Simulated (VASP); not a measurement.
# ZrO2 (Fm-3m) in VASP: elastic constants with PBE

Aim: the elastic constants of ZrO2 with PBE.

All numbers are computed with VASP 6.6.1; they aren't measurements. Logs are shortened: lines on timing, memory, paths and dates and some standing lists are left out, and cuts for length are marked.

### Step 1. The crystal as given

It takes space group Fm-3m (No. 225, cubic). Conventional cell: a = 5.090 Å, b = 5.090 Å, c = 5.090 Å, α = 90.00°, β = 90.00°, γ = 90.00°. Around Zr (site symmetry m-3m) lie 8 O at 2.20 Å. O (site symmetry -43m) is surrounded by 4 Zr at 2.20 Å.

Measurements of this composition are mostly on another form, of space group No. 14.

### Step 2. Elastic constants, PBE

File POSCAR:

```
ZrO2
1.0
    0.0000000000      2.5450727100      2.5450727100
    2.5450727100      0.0000000000      2.5450727100
    2.5450727100      2.5450727100      0.0000000000
Zr O
1 2
Direct
    0.0000000000      0.0000000000      0.0000000000
    0.2500000000      0.2500000000      0.2500000000
    0.7500000000      0.7500000000      0.7500000000
```

File INCAR.step1:

```
SYSTEM = ZrO2
  ALGO = Fast
  EDIFF = 1E-8
  EDIFFG = -0.002
  ENCUT = 600
  GGA = PE
  IBRION = 2
  ISIF = 3
  ISMEAR = 0
  LASPH = .True.
  LCHARG = .False.
  LREAL = .False.
  LWAVE = .False.
  NELM = 100
  NSW = 40
  PREC = Accurate
  SIGMA = 0.02
```

File INCAR.step2:

```
SYSTEM = ZrO2
  ALGO = Fast
  EDIFF = 1E-8
  ENCUT = 600
  GGA = PE
  IBRION = 6
  ISIF = 3
  ISMEAR = 0
  LASPH = .True.
  LCHARG = .False.
  LREAL = .False.
  LWAVE = .False.
  NELM = 100
  NFREE = 2
  NSW = 1
  POTIM = 0.015
  PREC = Accurate
  SIGMA = 0.02
```

File KPOINTS:

```
k-points
0
Gamma
  8 8 8
  0 0 0
```

Potentials or basis: VASP PAW PBE potentials, release 64 (Zr_sv, O).

Command:

```bash
$ cat potpaw_PBE.64/Zr_sv/POTCAR potpaw_PBE.64/O/POTCAR > POTCAR
$ cp INCAR.step1 INCAR
$ mpirun -np 1 vasp_std > vasp.out
$ cp CONTCAR POSCAR
$ cp INCAR.step2 INCAR
$ mpirun -np 1 vasp_std > vasp.out
```

OUTCAR:

```text
SYSTEM = ZrO2
   EDIFF = 1E-8
   ENCUT = 600
   GGA = PE
   IBRION = 6
   ISIF = 3
   ISMEAR = 0
   LASPH = .True.
   LREAL = .False.
   NELM = 100
   NFREE = 2
   NSW = 1
   POTIM = 0.015
   PREC = Accurate

 ion  position               nearest neighbor table
   1  0.000  0.000  0.000-   3 2.22   3 2.22   3 2.22   2 2.22   3 2.22   2 2.22   2 2.22   2 2.22

   2  0.250  0.250  0.250-   1 2.22   1 2.22   1 2.22   1 2.22
   3  0.750  0.750  0.750-   1 2.22   1 2.22   1 2.22   1 2.22

  LATTYP: Found a face centered cubic cell.
 ALAT       =     5.1166360608

  Lattice vectors:

 A1 = (   0.0000000000,   2.5583180304,   2.5583180304)
 A2 = (   2.5583180304,   0.0000000000,   2.5583180304)
 A3 = (   2.5583180304,   2.5583180304,   0.0000000000)

Analysis of symmetry for initial positions (statically):
=====================================================================
 Subroutine PRICEL returns:
 Original cell was already a primitive cell.

 Routine SETGRP: Setting up the symmetry group for a
 face centered cubic supercell.

 Subroutine GETGRP returns: Found 48 space group operations
 (whereof 48 operations were pure point group operations)
 out of a pool of 48 trial point group operations.

The static configuration has the point symmetry O_h .

Analysis of symmetry for dynamics (positions and initial velocities):
=====================================================================
 Subroutine PRICEL returns:
 Original cell was already a primitive cell.

 Routine SETGRP: Setting up the symmetry group for a
 face centered cubic supercell.

 Subroutine GETGRP returns: Found 48 space group operations
 (whereof 48 operations were pure point group operations)
 out of a pool of 48 trial point group operations.

The dynamic configuration has the point symmetry O_h .

 Subroutine INISYM returns: Found 48 space group operations
 (whereof 48 operations are pure point group operations),
 and found     1 'primitive' translations

----------------------------------------------------------------------------------------

                                     Primitive cell

  volume of cell :      33.4883

  direct lattice vectors                    reciprocal lattice vectors
     0.000000000  2.558318030  2.558318030    -0.195440908  0.195440908  0.195440908
     2.558318030  0.000000000  2.558318030     0.195440908 -0.195440908  0.195440908
     2.558318030  2.558318030  0.000000000     0.195440908  0.195440908 -0.195440908

  length of vectors
     3.618008055  3.618008055  3.618008055     0.338513583  0.338513583  0.338513583

  position of ions in fractional coordinates (direct lattice)
     0.000000000  0.000000000  0.000000000
     0.250000000  0.250000000  0.250000000
     0.750000000  0.750000000  0.750000000

  ion indices of the primitive-cell ions
   primitive index   ion index
                 1           1
                 2           2
                 3           3

----------------------------------------------------------------------------------------

 KPOINTS: k-points

Automatic generation of k-mesh.
 Grid dimensions read from file:
 generate k-points for:    8    8    8

[... 105 lines left out ...]

 number of electron      23.9999994 magnetization

 Free energy of the ion-electron system (eV)
  ---------------------------------------------------
  ext. energy  EPLUGINS =         0.00000000
  ---------------------------------------------------
  free energy    TOTEN  =       -28.57346307 eV

  energy without entropy =      -28.57346307  energy(sigma->0) =      -28.57346307

------------------------ aborting loop because EDIFF is reached ----------------------------------------

  FORCE on cell =-STRESS in cart. coord.  units (eV):
  Direction    XX          YY          ZZ          XY          YZ          ZX
  --------------------------------------------------------------------------------------
  -------------------------------------------------------------------------------------
  Total       -0.0071307     -0.0071307     -0.0071307     -0.0000000      0.0000000      0.0000000
  in kB       -0.3411519     -0.3411519     -0.3411519     -0.0000000      0.0000000      0.0000000
  external PRESSURE =      -0.3411519 kB  Pullay stress =       0.0000000 kB
[... 92 lines left out ...]
  FREE ENERGIE OF THE ION-ELECTRON SYSTEM (eV)
  ---------------------------------------------------
  free  energy   TOTEN  =       -28.5610787076 eV

  energy  without entropy=      -28.5610787076  energy(sigma->0) =      -28.56107871

[... ionic steps 4 to 14 ...]

--------------------------------------- Ionic step       15  -------------------------------------------

 number of electron      23.9999994 magnetization

------------------------ aborting loop because EDIFF is reached ----------------------------------------
[... 32 lines left out ...]
--------------------------------------- Ionic step       16  -------------------------------------------

 number of electron      23.9999995 magnetization

 E-fermi :   7.1662     XC(G=0): -11.6984

 val. band max:        7.0456923804   @ k =   0.0000   0.5000   0.5000
 cond. band min:      10.3561409866   @ k =   0.0000   0.0000   0.0000
 fundamental gap:      3.3104486062
 Fermi energy:         7.1661996075

 k-point     1 :       0.0000    0.0000    0.0000
  band No.  band energies     occupation
      1     -41.1163      2.00000
      2     -18.9352      2.00000
      3     -18.9346      2.00000
      4     -18.9339      2.00000
      5     -11.0757      2.00000
      6      -8.5762      2.00000
[... 483 lines left out ...]
--------------------------------------- Ionic step       17  -------------------------------------------

 number of electron      23.9999995 magnetization

 Free energy of the ion-electron system (eV)
  ---------------------------------------------------
  ext. energy  EPLUGINS =         0.00000000
  ---------------------------------------------------
  free energy    TOTEN  =       -28.36724255 eV

  energy without entropy =      -28.36724208  energy(sigma->0) =      -28.36724231

 E-fermi :  10.5974     XC(G=0): -11.6979

 val. band max:       10.5471915743   @ k =   0.1250   0.1250   0.0000
 cond. band min:      10.6472889993   @ k =   0.0000   0.1250   0.0000
 fundamental gap:      0.1000974250
 Fermi energy:        10.5973618986

 k-point     1 :       0.0000    0.0000    0.0000
  band No.  band energies     occupation
      1     -41.0652      2.00000
      2     -18.8896      2.00000
      3     -18.8890      2.00000
      4     -18.8885      2.00000
      5     -11.0959      2.00000
      6      -8.6017      2.00000
[... 477 lines left out ...]
  FREE ENERGIE OF THE ION-ELECTRON SYSTEM (eV)
  ---------------------------------------------------
  free  energy   TOTEN  =       -28.3672425459 eV

  energy  without entropy=      -28.3672420782  energy(sigma->0) =      -28.36724231

 INTERNAL STRAIN TENSORS FROM STRAINED CELLS
 ============================================

 INTERNAL STRAIN TENSOR FOR ION    1 for displacements in x,y,z  (eV/Angst):
          X           Y           Z          XY          YZ          ZX
  --------------------------------------------------------------------------------
  x     0.00000     0.00000    -0.00000     0.00000    -0.00000     0.00000
  y    -0.00000     0.00000     0.00000    -0.00000    -0.00000     0.00000
  z    -0.00000     0.00000    -0.00000     0.00000    -0.00000     0.00000

 INTERNAL STRAIN TENSORS FROM DISPLACED ATOMS
 ============================================

 INTERNAL STRAIN TENSOR FOR ION    1 for displacements in x,y,z  (eV/Angst):
          X           Y           Z          XY          YZ          ZX
  --------------------------------------------------------------------------------
  x     0.00000     0.00000     0.00000     0.00000     0.00000     0.00000
  y     0.00000     0.00000     0.00000     0.00000     0.00000     0.00000
  z     0.00000     0.00000     0.00000     0.00000     0.00000     0.00000

 INTERNAL STRAIN TENSOR FOR ION    3 for displacements in x,y,z  (eV/Angst):
          X           Y           Z          XY          YZ          ZX
  --------------------------------------------------------------------------------
  x    -0.00000     0.00000     0.00000     0.00000     6.36207     0.00000
  y     0.00000     0.00000     0.00000     0.00000     0.00000     6.36207
  z     0.00000     0.00000     0.00000     6.36207     0.00000     0.00000

 Eigenvectors and eigenvalues of the dynamical matrix
 ----------------------------------------------------

   1 f  =   16.316248 THz   102.518010 2PiTHz  544.251452 cm-1    67.478550 meV
             X         Y         Z           dx          dy          dz
      0.000000  0.000000  0.000000     0.000000   -0.000000   -0.000000
      1.279159  1.279159  1.279159     0.706923    0.016126    0.000000
      3.837477  3.837477  3.837477    -0.706923   -0.016126   -0.000000
[... 43 lines left out ...]
   9 f/i=    0.137365 THz     0.863092 2PiTHz    4.582015 cm-1     0.568097 meV
             X         Y         Z           dx          dy          dz
      0.000000  0.000000  0.000000    -0.308262   -0.694644    0.424327
      1.279159  1.279159  1.279159    -0.123293   -0.277832    0.169715
      3.837477  3.837477  3.837477    -0.123293   -0.277832    0.169715

--------------------------------------------------------------------------------------------------------

 ELASTIC MODULI CONTR FROM IONIC RELAXATION (kBar)
 Direction    XX          YY          ZZ          XY          YZ          ZX
 --------------------------------------------------------------------------------
 XX          -0.0000     -0.0000      0.0000     -0.0000      0.0000     -0.0000
 YY          -0.0000     -0.0000      0.0000     -0.0000      0.0000     -0.0000
 ZZ           0.0000      0.0000      0.0000      0.0000      0.0000      0.0000
 XY          -0.0000     -0.0000      0.0000   -222.2206      0.0000     -0.0000
 YZ           0.0000      0.0000      0.0000      0.0000   -222.2206      0.0000
 ZX          -0.0000     -0.0000      0.0000     -0.0000      0.0000   -222.2206
 --------------------------------------------------------------------------------

 TOTAL ELASTIC MODULI (kBar)
 Direction    XX          YY          ZZ          XY          YZ          ZX
 --------------------------------------------------------------------------------
 XX        5198.7250    936.3380    936.3380     -0.0000      0.0000     -0.0000
 YY         936.3380   5198.7250    936.3380     -0.0000      0.0000     -0.0000
 ZZ         936.3380    936.3380   5198.7250      0.0000      0.0000      0.0000
 XY          -0.0000     -0.0000      0.0000    599.9928      0.0000     -0.0000
 YZ           0.0000      0.0000      0.0000      0.0000    599.9928      0.0000
 ZX          -0.0000     -0.0000      0.0000     -0.0000      0.0000    599.9928
 --------------------------------------------------------------------------------
```

It took 22 min on 1 thread of Intel Xeon Platinum 8488C (Sapphire Rapids), shared host; peak memory 0.32 GiB.

Results:

- Relaxed volume: 11.16 Å³/atom
- Relaxed cell: a = 3.618 Å, b = 3.618 Å, c = 3.618 Å, α = 60.00°, β = 60.00°, γ = 60.00°
- Space group after relaxing (to 0.05 Å): Fm-3m (No. 225)
- Elastic constants C11, C12, C44: 520, 94, 60 GPa
- Voigt bulk modulus: 236 GPa
- Highest phonon frequency at Γ, LO-TO splitting left out: 544 cm⁻¹

Step by step:
```
step  energy change (eV)  largest force (eV/Å)  pressure (GPa)  volume (Å³)
   1              0.0000                0.0000            3.77        32.97
   2              0.0055                0.0000           -4.88        34.22
   3             -0.0060                0.0000           -0.02        33.49
```

Final structure:
```xyz
3
Lattice="0.0000 2.5583 2.5583 2.5583 0.0000 2.5583 2.5583 2.5583 0.0000" Properties=species:S:1:pos:R:3 pbc="T T T"
Zr    0.0000    0.0000    0.0000
O     1.2792    1.2792    1.2792
O     3.8375    3.8375    3.8375
```

Phonon frequencies in cm⁻¹ (negative: imaginary):
```csv
q point,frequencies
"(0.000, 0.000, 0.000)",-5 -5 -5 230 230 230 544 544 544
```

Elastic tensor in Voigt notation (GPa, in the Cartesian axes of the cell as first typed):
```
520  94  94   0   0   0
 94 520  94   0   0   0
 94  94 520   0   0   0
  0   0   0  60   0   0
  0   0   0   0  60   0
  0   0   0   0   0  60
```

Clamped-ion elastic tensor (GPa):
```
520  94  94   0   0   0
 94 520  94   0   0   0
 94  94 520   0   0   0
  0   0   0  82   0   0
  0   0   0   0  82   0
  0   0   0   0   0  82
```
